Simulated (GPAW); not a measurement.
# Collinear magnetic orders of 1 ML Cr on Pd(001), 3 substrate layers with GPAW, part 2 of 2

Wanted: the moments of 1 ML Cr on Pd(001), 3 substrate layers and the energy of each order that was tried.

GPAW 26.7.0; PBE; plane waves with GPAW's PAW setups, scalar-relativistic.

So far, largest spin moment in the augmentation sphere (μB): step 2 (order 1, typed as ferro +) 3.39; step 3 (run 2 (antiferro q=(1/2,1/2,0) +-)) 3.17.

### Step 4. Start 3: antiferro q=(0,1/2,0) +-

Reversing part of the moments tests the sign of the couplings between them.

The cell is doubled to 8 atoms to hold this order. Its mesh is chosen so that both cells sample the same points.

The input, order3.py:

```python
import json
import numpy as np
from ase import Atoms
from ase.parallel import paropen, parprint
from gpaw import GPAW

atoms = Atoms(['Pd', 'Pd', 'Pd', 'Pd', 'Pd', 'Pd', 'Cr', 'Cr'],
    cell=[[2.752767, 0.0, 0.0],
         [0.0, 5.505534, 0.0],
         [0.0, 0.0, 19.700626]],
    scaled_positions=[[0.0, 0.0, 0.355319],
         [0.0, 0.5, 0.355319],
         [0.5, 0.25, 0.454123],
         [0.5, 0.75, 0.454123],
         [0.0, 0.0, 0.552927],
         [0.0, 0.5, 0.552927],
         [0.5, 0.25, 0.644681],
         [0.5, 0.75, 0.644681]],
    pbc=True,
    magmoms=[0.0, 0.0, 0.0, 0.0, 0.0, 0.0, 2.5, -2.5])
atoms.calc = GPAW(mode={'name': 'pw', 'ecut': 500},
    xc='PBE',
    kpts={'size': (12, 6, 1), 'gamma': True},
    occupations={'name': 'fermi-dirac', 'width': 0.05},
    convergence={'density': 1e-05, 'energy': 1e-05},
    maxiter=250,
    symmetry={'tolerance': 1e-4},
    txt='order3.txt')
e = atoms.get_potential_energy(force_consistent=True)
res = {'free_energy': e, 'energy_sigma0': atoms.get_potential_energy(), 'fermi_energy': atoms.calc.get_fermi_level()}
res['moments'] = atoms.get_magnetic_moments().tolist()
res['total'] = atoms.get_magnetic_moment()
parprint('site moments (muB):', np.round(res['moments'], 3))
parprint(f"total moment: {res['total']:.3f} muB")
parprint(f'free energy: {e:.6f} eV')
atoms.calc.write('order3.gpw')
with paropen('results.json', 'w') as f:
    json.dump(res, f)
```

On the command line:

```console
OMP_NUM_THREADS=1 mpirun -n 4 gpaw python order3.py > order3.log
```

Numbers of over 12 decimals in the logs are rounded to 6 here.

Log:

```text
site moments (muB): [ 0.     0.     0.108 -0.108  0.     0.     3.26  -3.26 ]
total moment: 0.000 muB
free energy: -38.364307 eV

--- order3.txt ---
Input parameters:
  mode=PW(ecut=500),
  convergence={'density': 1e-05, 'energy': 1e-05},
  kpts=MonkhorstPack(size=(12, 6, 1), gamma=True),
  maxiter=250,
  occupations=Occupations(name='fermi-dirac', width=0.05),
  symmetry=Symmetry(tolerance=0.0001),
  xc=XC(name='PBE')
[...]
|         49 |         0.393 |     1.000 |         0.393 |     1.000 |
[...]
|         59 |         2.092 |     0.000 |         2.092 |     0.000 |
|         60 |         2.916 |     0.000 |         2.916 |     0.000 |
|         61 |         3.044 |     0.000 |         3.044 |     0.000 |
|        ... |               |           |               |           |
|         68 |         6.034 |     0.000 |         6.034 |     0.000 |

No gap
No difference between direct/indirect transitions

[key lines of the parts left out:]
Free energy:     -38.364307
Converged in 35 steps
dipole moment: (-32.592204, -32.592181, 0.097960)  # |e|*Ang
Fermi level: 0.826
```

The job ended after 8.2 min (4 MPI ranks of Arm Neoverse V1, shared host; peak memory 1.7 GiB).

Spin moment in the augmentation sphere by atom:

```csv
atom,spin moment in the augmentation sphere (μB)
Pd1,0.00
Pd2,0.00
Pd3,0.11
Pd4,-0.11
Pd5,0.00
Pd6,0.00
Cr7,3.26
Cr8,-3.26
```

This step gave:

```yaml
magnetization: 0 μB
final_state: antiferromagnetic
```

It lies 278 meV a seeded atom under the first start, and its largest moment is 3.26 μB against 3.39 μB.

### Step 5. Run 4 (no spin polarisation)

This run holds no moments, which gives a state to set the others against.

The input, nospin.py:

```python
import json
import numpy as np
from ase import Atoms
from ase.parallel import paropen, parprint
from gpaw import GPAW

atoms = Atoms(['Pd', 'Pd', 'Pd', 'Cr'],
    cell=[[2.752767, 0.0, 0.0],
         [0.0, 2.752767, 0.0],
         [0.0, 0.0, 19.700626]],
    scaled_positions=[[0.0, 0.0, 0.355319],
         [0.5, 0.5, 0.454123],
         [0.0, 0.0, 0.552927],
         [0.5, 0.5, 0.644681]],
    pbc=True)
atoms.calc = GPAW(mode={'name': 'pw', 'ecut': 500},
    xc='PBE',
    kpts={'size': (12, 12, 1), 'gamma': True},
    occupations={'name': 'fermi-dirac', 'width': 0.05},
    convergence={'density': 1e-05, 'energy': 1e-05},
    maxiter=250,
    symmetry={'tolerance': 1e-4},
    txt='nospin.txt')
e = atoms.get_potential_energy(force_consistent=True)
res = {'free_energy': e, 'energy_sigma0': atoms.get_potential_energy(), 'fermi_energy': atoms.calc.get_fermi_level()}
parprint(f'free energy: {e:.6f} eV')
atoms.calc.write('nospin.gpw')
with paropen('results.json', 'w') as f:
    json.dump(res, f)
```

On the command line:

```console
OMP_NUM_THREADS=1 mpirun -n 4 gpaw python nospin.py > nospin.log
```

Log:

```text
free energy: -18.316851 eV

--- nospin.txt ---
Input parameters:
  mode=PW(ecut=500),
  convergence={'density': 1e-05, 'energy': 1e-05},
  kpts=MonkhorstPack(size=(12, 12, 1), gamma=True),
  maxiter=250,
  occupations=Occupations(name='fermi-dirac', width=0.05),
  symmetry=Symmetry(tolerance=0.0001),
  xc=XC(name='PBE')

Diagonalizing LCAO Hamiltonian
Converting LCAO to pw mode
   .------.
  /|      |
 * |      |
[...]
|          0 |       -49.701 |     2.000 |
|        ... |               |           |
|         21 |        -0.604 |     2.000 |
|         22 |        -0.592 |     2.000 |
|         23 |        -0.518 |     2.000 |
|         24 |         0.083 |     2.000 |
[...]
|         33 |         3.285 |     0.000 |
|         34 |         5.439 |     0.000 |
|         35 |         5.931 |     0.000 |
|         36 |         7.440 |     0.000 |

No gap
No difference between direct/indirect transitions

[key lines of the parts left out:]
Free energy:     -18.316851
Converged in 25 steps
dipole moment: (-16.315159, -16.315159, 0.030342)  # |e|*Ang
Fermi level: 0.743
```

Run time: 40 s. Hardware: 4 MPI ranks; peak memory 0.85 GiB; 2.7 min of CPU time.

This step gave:

```yaml
final_state: non-magnetic (no spin polarisation)
```

It lies 588 meV a seeded atom over the first start.

### Step 6. Ranking

These are free energies at a smearing of 0.05 eV, so its entropy term is in the differences. They are divided by the number of seeded atoms, so that cells of unlike size compare. Wavevectors q in the names are fractions of the reciprocal vectors of the first run's cell.

Orders:

```csv
start,final state,typed order kept,energy over the lowest (meV a seeded atom),largest site moment (μB),net moment (μB a primitive cell),mesh matched,CPU time (s)
ferro +,ferromagnetic,yes,344.5,3.392,4.108,yes,578.9
"antiferro q=(1/2,1/2,0) +-",antiferromagnetic,yes,0,3.173,6.09e-5,yes,3871
"antiferro q=(0,1/2,0) +-",antiferromagnetic,yes,66.93,3.26,0,yes,1958
no spin polarisation,non-magnetic,-,932.2,0,0,yes,160.1
```

### Step 7. Results

* lowest state found: antiferromagnetic (typed antiferro q=(1/2,1/2,0) +-)
* largest site moment: 3.17 μB
* next state: antiferromagnetic, 66.9 meV a seeded atom higher
* energy gained by spin polarisation: 932 meV a seeded atom

In words: The lowest state found is antiferromagnetic, reached from the start antiferro q=(1/2,1/2,0) +-, with moments up to 3.17 μB. The next state costs 67 meV a seeded atom. This is the lowest of 4 finished starts, no proof of the ground state.

[Logs and program files are shortened in this print: banners, set-up blocks, solver, clock and traceback lines can be left out without a mark of their own.]

[Logs are printed without paths, hosts, clocks, repeated set-up lines and the standing remarks that a program may print on its own settings, such as how far it seeks lower states.]

[Hosts, paths, dates, database ids (printed as entryN), source tags and the programs' standing remarks are cut or masked in the printed files.]

[Where a cell is said to come from a database of computed structures, the database is the Materials Project.]
